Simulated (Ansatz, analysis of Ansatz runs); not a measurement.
## SrCl2 (Fm-3m), nudged elastic band: V_Cl hop (3.5 Å) (q = +1)

How high is the barrier when Cl changes place in SrCl2 (Fm-3m)? The case: V_Cl hop (3.5 Å), charge +1, in a cell of 54 host atoms with 1 Cl taken out.

Calculated with Ansatz 0.2.0; plane-wave PAW DFT, PBEsol; nudged elastic band between two relaxed defect structures at fixed charge in a uniform background.

### Step 1. Set-up

The cell holds 53 atoms: 18 Sr and 35 Cl. Its edges and angles: a = 9.769 Å, b = 14.653 Å, c = 14.653 Å, α = 60.0°, β = 60.0°, γ = 60.0°. It derives from SrCl2 (space group Fm-3m). Nearest the centre at fractional (0.500, 0.333, 0.500): Cl5 at 1.73 Å, Sr42 at 2.44 Å, Sr40 at 2.44 Å, Cl14 at 3.86 Å, Cl32 at 3.86 Å, Cl18 at 3.86 Å, Cl36 at 3.86 Å, Cl11 at 3.86 Å. The cell carries charge +1.

The cell's shortest repeat is 9.8 Å.

### Step 2. Relaxation of the start point, charge +1

The ends come first: from an unrelaxed start the top is counted from too high an energy, and the barrier comes out too low. Small random displacements break the symmetry of the ideal sites, so that the defect can distort if it gains by it. The charge of +1 is set by the electron count, and a uniform background keeps the cell neutral.

File qp1.start/input.yaml:

```yaml
crystal:
  lattice:
    - [0.0, 6.90765835, 6.90765835]
    - [10.36148752, 0.0, 10.36148752]
    - [10.36148752, 10.36148752, 0.0]
  atoms:
    - { symbol: Sr, position: [0.0, 0.0, 0.0] }
    - { symbol: Cl, position: [0.375, 0.25, 0.25] }
    - { symbol: Cl, position: [0.125, 0.08333333, 0.08333333] }
    - { symbol: Sr, position: [0.0, 0.0, 0.33333333] }
    - { symbol: Cl, position: [0.375, 0.25, 0.58333333] }
    - { symbol: Cl, position: [0.125, 0.08333333, 0.41666667] }
    - { symbol: Sr, position: [0.0, 0.0, 0.66666667] }
    - { symbol: Cl, position: [0.375, 0.25, 0.91666667] }
    - { symbol: Cl, position: [0.125, 0.08333333, 0.75] }
    - { symbol: Sr, position: [0.0, 0.33333333, 0.0] }
    - { symbol: Cl, position: [0.375, 0.58333333, 0.25] }
    - { symbol: Cl, position: [0.125, 0.41666667, 0.08333333] }
    - { symbol: Sr, position: [0.0, 0.33333333, 0.33333333] }
    - { symbol: Cl, position: [0.375, 0.58333333, 0.58333333] }
    - { symbol: Cl, position: [0.125, 0.41666667, 0.41666667] }
    - { symbol: Sr, position: [0.0, 0.33333333, 0.66666667] }
    - { symbol: Cl, position: [0.375, 0.58333333, 0.91666667] }
    - { symbol: Cl, position: [0.125, 0.41666667, 0.75] }
    - { symbol: Sr, position: [0.0, 0.66666667, 0.0] }
    - { symbol: Cl, position: [0.375, 0.91666667, 0.25] }
    - { symbol: Cl, position: [0.125, 0.75, 0.08333333] }
    - { symbol: Sr, position: [0.0, 0.66666667, 0.33333333] }
    - { symbol: Cl, position: [0.375, 0.91666667, 0.58333333] }
    - { symbol: Cl, position: [0.125, 0.75, 0.41666667] }
    - { symbol: Sr, position: [0.0, 0.66666667, 0.66666667] }
    - { symbol: Cl, position: [0.375, 0.91666667, 0.91666667] }
    - { symbol: Cl, position: [0.125, 0.75, 0.75] }
    - { symbol: Sr, position: [0.5, 0.0, 0.0] }
    - { symbol: Cl, position: [0.875, 0.25, 0.25] }
    - { symbol: Cl, position: [0.625, 0.08333333, 0.08333333] }
    - { symbol: Sr, position: [0.5, 0.0, 0.33333333] }
    - { symbol: Cl, position: [0.875, 0.25, 0.58333333] }
    - { symbol: Cl, position: [0.625, 0.08333333, 0.41666667] }
    - { symbol: Sr, position: [0.5, 0.0, 0.66666667] }
    - { symbol: Cl, position: [0.875, 0.25, 0.91666667] }
    - { symbol: Cl, position: [0.625, 0.08333333, 0.75] }
    - { symbol: Sr, position: [0.5, 0.33333333, 0.0] }
    - { symbol: Cl, position: [0.875, 0.58333333, 0.25] }
    - { symbol: Cl, position: [0.625, 0.41666667, 0.08333333] }
    - { symbol: Sr, position: [0.5, 0.33333333, 0.33333333] }
    - { symbol: Cl, position: [0.875, 0.58333333, 0.58333333] }
    - { symbol: Sr, position: [0.5, 0.33333333, 0.66666667] }
    - { symbol: Cl, position: [0.875, 0.58333333, 0.91666667] }
    - { symbol: Cl, position: [0.625, 0.41666667, 0.75] }
    - { symbol: Sr, position: [0.5, 0.66666667, 0.0] }
    - { symbol: Cl, position: [0.875, 0.91666667, 0.25] }
    - { symbol: Cl, position: [0.625, 0.75, 0.08333333] }
    - { symbol: Sr, position: [0.5, 0.66666667, 0.33333333] }
    - { symbol: Cl, position: [0.875, 0.91666667, 0.58333333] }
    - { symbol: Cl, position: [0.625, 0.75, 0.41666667] }
    - { symbol: Sr, position: [0.5, 0.66666667, 0.66666667] }
    - { symbol: Cl, position: [0.875, 0.91666667, 0.91666667] }
    - { symbol: Cl, position: [0.625, 0.75, 0.75] }
total_charge: 1
basis:
  ecutwfc: 420
  xc_grid: 2
hamiltonian:
  xc: pbesol
kpoints:
  mp_grid: { grid: [1, 1, 1], shift: [0.25, 0.25, 0.25] }
scf:
  occupations: { method: fixed }
  max_iter: 150
output:
  forces: true
relax:
  f_tol: 0.02
  max_steps: 70
  random_displacement: { amplitude: 0.03, seed: 4161 }
```

Run with:

```bash
$ ansatz run input.yaml --threads 32 --pin off --max-ram 84787MiB --backend cuda --events-out ev --progress --plain --runs-dir out --max-vram 78GiB
```

Numbers of over 12 decimals in the logs are rounded to 6 here.

The log of the run:

```text
[...]
Engine: ansatz 0.2.0, aarch64-unknown-linux-gnu
[...]
Pseudopotential: Sr, paw, valence charge 10, recommended cutoff 420 eV (normal), Sr.paw.azcp
Pseudopotential: Cl, paw, valence charge 7, recommended cutoff 420 eV (normal), Cl.paw.azcp
Functional definition: PBEsol
[...]
Crystal: 53 atoms, lattice volume = 1483.218 Å³
Basis set: ecut = 420 eV, 29085 PW (Γ), exchange–correlation on 144×200×200 points (8 copies of the dense FFT grid, shifted against one another)
Bands: 265, of which v1, the nominal top of the filled ones, is band 212 counted from 1 (211 counted from 0)
[...]
k-points: 1
[...]
Functional: x = pbesol(κ = 0.804, μ = 0.123457), c = pbesol(β = 0.046)
[...]
SCF 1 converged in 7 iterations: F = -100126.199611 eV  dr2 = 3.37e-7
[...]
relax step   1: F+E_penalty+E_count = -100126.19961110 eV  Δ(F+E_penalty+E_count) = +0.000e0 eV  max|allowed force component| = 7.044e-1 eV/Å  Δτ_max = 0.0000 Å  (7 SCF iters, dr2 threshold 1.00e-5 eV [...]
[...]
SCF iter   2: F=—  HF=-100126.974833 eV  |F-HF|=—  |Δ(HF+E_count)|=   2.38e-1  Δρ=2.57e-3  dr2=1.21e-1  ethr=2.07e-4  ⟨swp⟩=4.0  Hψ=425  notcnv=0  defer=51
[...]
SCF iter   7: F=-100126.959688 eV  HF=-100126.959687 eV  |F-HF|=1.00e-6  |Δ(HF+E_count)|=   1.40e-5  Δρ=4.07e-6  dr2=4.82e-7  ethr=1.48e-9  ⟨swp⟩=2.0  Hψ=882  notcnv=0
[...]
SCF 4 converged in 6 iterations: F = -100127.176873 eV  dr2 = 6.62e-8
relax step   4: F+E_penalty+E_count = -100127.17687334 eV  Δ(F+E_penalty+E_count) = -8.519e-3 eV  max|allowed force component| = 1.316e-2 eV/Å  Δτ_max = 0.0332 Å  (6 SCF iters, accepted)
SCF converged after 6 iterations
[...]
--- Relaxed structure (4 steps of the walk, 4 accepted, 0 SCFs on fresh bases) ---
[...]
```

The job ended after 2.7 s (1 × NVIDIA GB200 with 32 threads of Arm Neoverse V2, shared host; peak memory 1.5 GiB).

Step by step:

| step | energy less that of the first step (eV) | largest force component (eV/Å) |
| --- | --- | --- |
| 1 | 0.0000 | 0.7044 |
| 2 | -0.7601 | 0.2694 |
| 3 | -0.9687 | 0.0443 |
| 4 | -0.9773 | 0.0132 |

The atoms that moved most (Å, from the sites as typed, ahead of the random displacement, the mean shift of all atoms taken out):

| atom | dx | dy | dz | length |
| --- | --- | --- | --- | --- |
| Cl32 | -0.003 | -0.290 | -0.011 | 0.290 |
| Cl38 | -0.003 | -0.011 | -0.290 | 0.290 |
| Cl14 | -0.285 | -0.007 | -0.007 | 0.285 |
| Cl5 | 0.011 | 0.001 | 0.279 | 0.279 |
| Cl11 | 0.011 | 0.278 | 0.001 | 0.278 |
| Cl29 | 0.276 | -0.005 | -0.005 | 0.276 |
| Sr42 | 0.130 | 0.123 | -0.131 | 0.222 |
| Sr48 | 0.130 | -0.131 | 0.123 | 0.222 |

Neighbours of Cl5 at the end:

| atom | distance (Å) |
| --- | --- |
| Sr42 | 2.926 |
| Sr40 | 2.930 |
| Sr16 | 3.146 |
| Sr34 | 3.162 |
| Cl15 | 3.469 |
| Cl33 | 3.478 |
| Cl18 | 3.495 |
| Cl36 | 3.498 |

This step gave:

* free energy: -100127.1769 eV
* r.m.s. move of the farther half of the atoms: 0.05579 Å
* largest move from the ideal geometry of this structure, a common shift of the far atoms taken out: 0.2942 Å

The relaxation gained 0.977 eV and ended with a largest force component of 0.013 eV/Å.

### Step 3. Relaxation of the end point, charge +1

The end point is relaxed in the same cell and settings, so that the two energies compare. Atoms more than 3.2 Å from the middle of the hop start where the first relaxation left them, the nearer ones on or close to their ideal places, with small random displacements.

File qp1.end/input.yaml:

```yaml
crystal:
  lattice:
    - [0.0, 6.90765835, 6.90765835]
    - [10.36148752, 0.0, 10.36148752]
    - [10.36148752, 10.36148752, 0.0]
  atoms:
    - { symbol: Sr, position: [-0.00126047, 0.00063302, 0.00019952] }
    - { symbol: Cl, position: [0.38302494, 0.24493662, 0.24453579] }
[... 2 atom lines left out ...]
    - { symbol: Cl, position: [0.625, 0.416667, 0.416667] }
[... 5 atom lines left out ...]
    - { symbol: Cl, position: [0.39403413, 0.57072747, 0.26366614] }
[... 2 atom lines left out ...]
    - { symbol: Cl, position: [0.39431295, 0.56978915, 0.56934906] }
    - { symbol: Cl, position: [0.12699691, 0.41514202, 0.41462755] }
    - { symbol: Sr, position: [0.00046558, 0.33630636, 0.66437236] }
[... 1 atom line left out ...]
    - { symbol: Cl, position: [0.12089685, 0.41669653, 0.75366013] }
[... 10 atom lines left out ...]
    - { symbol: Cl, position: [0.85391081, 0.26354025, 0.26313507] }
[... 2 atom lines left out ...]
    - { symbol: Cl, position: [0.85304397, 0.26356677, 0.56951035] }
    - { symbol: Cl, position: [0.62173938, 0.08293632, 0.41703754] }
[... 2 atom lines left out ...]
    - { symbol: Cl, position: [0.62355529, 0.08154067, 0.75358897] }
[... 3 atom lines left out ...]
    - { symbol: Sr, position: [0.5, 0.33333333, 0.33333333] }
[... 1 atom line left out ...]
    - { symbol: Sr, position: [0.5, 0.33333333, 0.66666667] }
[... 10 atom lines left out ...]
    - { symbol: Cl, position: [0.62608027, 0.75019868, 0.74977133] }
total_charge: 1
basis:
  ecutwfc: 420
  xc_grid: 2
hamiltonian:
  xc: pbesol
kpoints:
  mp_grid: { grid: [1, 1, 1], shift: [0.25, 0.25, 0.25] }
scf:
  occupations: { method: fixed }
  max_iter: 150
output:
  forces: true
relax:
  f_tol: 0.02
  max_steps: 70
  random_displacement: { amplitude: 0.01, seed: 4161 }
```

The log of the run:

```text
[...]
Crystal: 53 atoms, lattice volume = 1483.218 Å³
Basis set: ecut = 420 eV, 29085 PW (Γ), exchange–correlation on 144×200×200 points (8 copies of the dense FFT grid, shifted against one another)
Bands: 265, of which v1, the nominal top of the filled ones, is band 212 counted from 1 (211 counted from 0)
[...]
k-points: 1
[...]
SCF 1 converged in 7 iterations: F = -100125.596953 eV  dr2 = 4.71e-7
[...]
relax step   1: F+E_penalty+E_count = -100125.59695270 eV  Δ(F+E_penalty+E_count) = +0.000e0 eV  max|allowed force component| = 9.871e-1 eV/Å  Δτ_max = 0.0000 Å  (7 SCF iters, dr2 threshold 1.00e-5 eV [...]
[...]
SCF 4 converged in 6 iterations: F = -100127.176962 eV  dr2 = 3.35e-8
relax step   4: F+E_penalty+E_count = -100127.17696169 eV  Δ(F+E_penalty+E_count) = -5.557e-3 eV  max|allowed force component| = 3.247e-3 eV/Å  Δτ_max = 0.0300 Å  (6 SCF iters, accepted)
SCF converged after 6 iterations
[...]
--- Relaxed structure (4 steps of the walk, 4 accepted, 0 SCFs on fresh bases) ---
[...]
```

Wall time 2.9 s (1 × NVIDIA GB200 with 32 threads); peak memory 1.4 GiB; 9.7 s of CPU time.

Step by step:

| step | energy less that of the first step (eV) | largest force component (eV/Å) |
| --- | --- | --- |
| 1 | 0.0000 | 0.9871 |
| 2 | -1.2261 | 0.3524 |
| 3 | -1.5745 | 0.0419 |
| 4 | -1.5800 | 0.0032 |

The atoms that moved most (Å, from the sites as typed, ahead of the random displacement):

| atom | dx | dy | dz | length |
| --- | --- | --- | --- | --- |
| Cl18 | -0.316 | -0.011 | 0.031 | 0.318 |
| Cl29 | -0.315 | -0.011 | 0.033 | 0.317 |
| Cl11 | -0.031 | -0.308 | 0.027 | 0.311 |
| Cl36 | -0.029 | -0.308 | 0.024 | 0.311 |
| Cl32 | 0.041 | 0.292 | 0.012 | 0.295 |
| Cl15 | 0.037 | 0.290 | 0.011 | 0.292 |
| Cl14 | 0.285 | 0.021 | 0.032 | 0.287 |
| Cl33 | 0.284 | 0.021 | 0.033 | 0.286 |

Neighbours of Cl5 at the end:

| atom | distance (Å) |
| --- | --- |
| Sr40 | 2.924 |
| Sr42 | 2.930 |
| Sr13 | 3.149 |
| Sr48 | 3.165 |
| Cl32 | 3.469 |
| Cl14 | 3.479 |
| Cl29 | 3.495 |
| Cl11 | 3.497 |

Read from the output:

```
free energy                                                                                       : -100127.1770 eV
r.m.s. move of the farther half of the atoms                                                      : 0.05372 Å
largest move from the ideal geometry of this structure, a common shift of the far atoms taken out : 0.2897 Å
```

The relaxation gained 1.580 eV and ended with a largest force component of 0.0032 eV/Å. The end lies within 1 meV of the start.

### Step 4. Nudged elastic band, charge +1

5 movable images are laid between the ends on a pair-potential path, which keeps atoms from colliding in the first guess. Each image feels the true force across the path and a spring force along it. The highest image is set to climb to the top of the path.

This step: plane-wave PAW DFT, PBEsol; nudged elastic band between two relaxed defect structures at fixed charge in a uniform background.

File qp1.neb/input.yaml:

```yaml
crystal:
  lattice:
    - [0.0, 6.90765835, 6.90765835]
    - [10.36148752, 0.0, 10.36148752]
    - [10.36148752, 10.36148752, 0.0]
  atoms:
    - { symbol: Sr, position: [-0.001148, 0.00036568, 0.00043913] }
    - { symbol: Cl, position: [0.38313741, 0.24466928, 0.2447754] }
    - { symbol: Cl, position: [0.11582581, 0.0880655, 0.08812715] }
    - { symbol: Sr, position: [-0.00670571, 0.00333565, 0.3354519] }
    - { symbol: Cl, position: [0.39423018, 0.26385993, 0.5704984] }
    - { symbol: Cl, position: [0.12881323, 0.08210061, 0.41667914] }
    - { symbol: Sr, position: [0.00046974, 0.00010863, 0.66496946] }
    - { symbol: Cl, position: [0.36912591, 0.2481396, 0.9241304] }
    - { symbol: Cl, position: [0.12552182, 0.09249103, 0.73953301] }
    - { symbol: Sr, position: [-0.00669911, 0.33537006, 0.003384] }
    - { symbol: Cl, position: [0.3941466, 0.57046013, 0.26390575] }
    - { symbol: Cl, position: [0.12882471, 0.4165523, 0.0821918] }
    - { symbol: Sr, position: [0.02331983, 0.32732453, 0.32743677] }
    - { symbol: Cl, position: [0.39442541, 0.56952181, 0.56958867] }
    - { symbol: Cl, position: [0.12710938, 0.41487467, 0.41486716] }
    - { symbol: Sr, position: [0.00057805, 0.33603902, 0.66461197] }
    - { symbol: Cl, position: [0.37513557, 0.58450035, 0.91530595] }
    - { symbol: Cl, position: [0.12100931, 0.41642919, 0.75389975] }
    - { symbol: Sr, position: [0.0003628, 0.66485944, 0.0003083] }
    - { symbol: Cl, position: [0.36910561, 0.92404804, 0.24823898] }
    - { symbol: Cl, position: [0.12550953, 0.73945599, 0.09258362] }
    - { symbol: Sr, position: [0.00056316, 0.66460477, 0.33612772] }
    - { symbol: Cl, position: [0.37520445, 0.91518922, 0.58458869] }
    - { symbol: Cl, position: [0.12095634, 0.75385083, 0.41653543] }
    - { symbol: Sr, position: [0.00065856, 0.66593953, 0.66605741] }
    - { symbol: Cl, position: [0.36759233, 0.91769509, 0.91774597] }
    - { symbol: Cl, position: [0.13046773, 0.74549202, 0.74561055] }
    - { symbol: Sr, position: [0.4994869, 4.905e-05, 0.00013634] }
    - { symbol: Cl, position: [0.85402328, 0.2632729, 0.26337469] }
    - { symbol: Cl, position: [0.62885542, 0.08137341, 0.08147471] }
    - { symbol: Sr, position: [0.50512627, -0.0038582, 0.33355313] }
    - { symbol: Cl, position: [0.85315644, 0.26329943, 0.56974996] }
    - { symbol: Cl, position: [0.62185185, 0.08266898, 0.41727715] }
    - { symbol: Sr, position: [0.49999277, 0.00025388, 0.66661643] }
    - { symbol: Cl, position: [0.87770159, 0.24952083, 0.91520183] }
    - { symbol: Cl, position: [0.62366776, 0.08127333, 0.75382858] }
    - { symbol: Sr, position: [0.50512113, 0.33345712, -0.003764] }
    - { symbol: Cl, position: [0.85314407, 0.56968862, 0.26332997] }
    - { symbol: Cl, position: [0.62183766, 0.41721838, 0.08274056] }
    - { symbol: Sr, position: [0.49271401, 0.32790031, 0.3279821] }
    - { symbol: Cl, position: [0.87658714, 0.5825244, 0.58261284] }
    - { symbol: Sr, position: [0.48980122, 0.327294, 0.68520699] }
    - { symbol: Cl, position: [0.87272535, 0.58384733, 0.91830503] }
    - { symbol: Cl, position: [0.6266366, 0.41612627, 0.75025211] }
    - { symbol: Sr, position: [0.49997152, 0.66656621, 0.000276] }
    - { symbol: Cl, position: [0.87770653, 0.91514271, 0.24958397] }
    - { symbol: Cl, position: [0.62358833, 0.75375675, 0.08134628] }
    - { symbol: Sr, position: [0.48975429, 0.68511699, 0.327377] }
    - { symbol: Cl, position: [0.87271432, 0.91822734, 0.58393059] }
    - { symbol: Cl, position: [0.6266388, 0.7501674, 0.41620228] }
    - { symbol: Sr, position: [0.50112411, 0.66608332, 0.66621289] }
    - { symbol: Cl, position: [0.88464665, 0.9141444, 0.91425341] }
    - { symbol: Cl, position: [0.62619274, 0.74993134, 0.75001094] }
total_charge: 1
basis:
  ecutwfc: 420
  xc_grid: 2
hamiltonian:
  xc: pbesol
kpoints:
  mp_grid: { grid: [1, 1, 1], shift: [0.25, 0.25, 0.25] }
scf:
  occupations: { method: fixed }
  max_iter: 150
output:
  forces: true
neb:
  images: 5
  f_tol: 0.04
  climbing: true
  initial_path: idpp
  max_iterations: 45
  order_check: false
  final_atoms:
    - { symbol: Sr, position: [0.00016807, 0.00120671, -0.00016402] }
    - { symbol: Cl, position: [0.37399936, 0.2498972, 0.24991736] }
[... 2 atom lines left out ...]
    - { symbol: Cl, position: [0.60599095, 0.40199003, 0.42989655] }
[... 5 atom lines left out ...]
    - { symbol: Cl, position: [0.37697599, 0.58469563, 0.24640523] }
[... 2 atom lines left out ...]
    - { symbol: Cl, position: [0.37865206, 0.58334688, 0.58296391] }
    - { symbol: Cl, position: [0.14716272, 0.40280487, 0.43024868] }
    - { symbol: Sr, position: [-0.02307056, 0.33884259, 0.67279807] }
[... 1 atom line left out ...]
    - { symbol: Cl, position: [0.14632484, 0.4027744, 0.73678977] }
[... 10 atom lines left out ...]
    - { symbol: Cl, position: [0.87946122, 0.24973233, 0.24619331] }
[... 2 atom lines left out ...]
    - { symbol: Cl, position: [0.87320254, 0.25130382, 0.5853861] }
    - { symbol: Cl, position: [0.60619432, 0.09646705, 0.43056483] }
[... 2 atom lines left out ...]
    - { symbol: Cl, position: [0.60615369, 0.0955146, 0.73654697] }
[... 3 atom lines left out ...]
    - { symbol: Sr, position: [0.51089165, 0.33876871, 0.31483099] }
[... 1 atom line left out ...]
    - { symbol: Sr, position: [0.50757229, 0.33818491, 0.67238665] }
[... 10 atom lines left out ...]
    - { symbol: Cl, position: [0.63146066, 0.74194032, 0.7520156] }
```

The log of the run:

```text
Warning: neb: disabling space-group detection — the band's intermediate images generally break the endpoint symmetry, so the full k-mesh is solved, and no spatial operation symmetrises the density, ex [...]
[...]
Crystal: 53 atoms, lattice volume = 1483.218 Å³
Basis set: ecut = 420 eV, 29085 PW (Γ), exchange–correlation on 144×200×200 points (8 copies of the dense FFT grid, shifted against one another)
Bands: 265, of which v1, the nominal top of the filled ones, is band 212 counted from 1 (211 counted from 0)
[...]
k-points: 1
[...]
SCF iter   1: F=—  HF=-100127.257258 eV  |F-HF|=—  |Δ(HF+E_count)|=         —  Δρ=3.29e-3  dr2=2.65e-1  ethr=1.77e-3  ⟨swp⟩=7.0  Hψ=1159  notcnv=0  defer=48
[...]
SCF iter   2: F=—  HF=-100127.184148 eV  |F-HF|=—  |Δ(HF+E_count)|=   7.31e-2  Δρ=1.16e-3  dr2=3.03e-2  ethr=6.25e-5  ⟨swp⟩=6.0  Hψ=431  notcnv=0  defer=51
[...]
SCF iter   8: F=-100127.176873 eV  HF=-100127.176873 eV  |F-HF|=1.80e-8  |Δ(HF+E_count)|=   5.97e-7  Δρ=5.65e-7  dr2=6.17e-9  ethr=2.36e-11  ⟨swp⟩=5.0  Hψ=928  notcnv=0
SCF 1 converged in 8 iterations: F = -100127.176873 eV  dr2 = 6.17e-9
[...]
SCF 9 converged in 7 iterations: F = -100126.970148 eV  dr2 = 3.13e-8
[...]
SCF 10 converged in 7 iterations: F = -100126.920467 eV  dr2 = 3.72e-8
[...]
SCF 18 converged in 5 iterations: F = -100126.931220 eV  dr2 = 6.28e-8
[...]
SCF converged after 5 iterations
[...]
```

The job ended after 10 s (1 × NVIDIA GB200 with 32 threads; peak memory 2.2 GiB; 34 s of CPU time).

Images along the path:

| image | path (Å) | energy (eV) | Cl5: x, y, z (Å) |
| --- | --- | --- | --- |
| 0 | 0.000 | 0.0000 | 8.645, 8.634, 5.457 |
| 1 | 0.533 | 0.0790 | 8.602, 8.674, 5.906 |
| 2 | 1.065 | 0.1990 | 8.576, 8.697, 6.396 |
| 3 | 1.603 | 0.2460 | 8.576, 8.691, 6.903 |
| 4 | 2.137 | 0.1990 | 8.563, 8.705, 7.407 |
| 5 | 2.673 | 0.0790 | 8.583, 8.682, 7.900 |
| 6 | 3.207 | 0.0000 | 8.620, 8.640, 8.351 |

This step gave:

- free energy: -100126.9312 eV
- barrier forward: 0.2457 eV
- barrier backward: 0.2457 eV
- end less start: -8.83e-5 eV
- hop length: 2.894 Å

Track of the atom that was set to move:

| image | x (Å) | y (Å) | z (Å) | nearest neighbour | distance (Å) |
| --- | --- | --- | --- | --- | --- |
| 0 | 8.645 | 8.634 | 5.457 | Sr | 2.926 |
| 1 | 8.602 | 8.674 | 5.906 | Sr | 2.825 |
| 2 | 8.576 | 8.697 | 6.396 | Sr | 2.749 |
| 3 | 8.576 | 8.691 | 6.903 | Sr | 2.725 |
| 4 | 8.563 | 8.705 | 7.407 | Sr | 2.75 |
| 5 | 8.583 | 8.682 | 7.9 | Sr | 2.826 |
| 6 | 8.62 | 8.64 | 8.351 | Sr | 2.925 |

The band met its tolerance of 0.04 eV/Å after 4 iterations, with image 3 on top (the start counts as 0). Cl5, which moves farthest between the ends, has 4 Sr at 2.93 to 3.16 Å nearest at the start and 2 Sr at 2.73 Å at the top.

(Part 1 of 2 ends here.)

[Logs are printed without paths, hosts, clocks, repeated set-up lines and the standing remarks that a program may print on its own settings, such as how far it seeks lower states.]

[Hosts, paths, dates, database ids (printed as entryN), source tags and the programs' standing remarks are cut or masked in the printed files.]
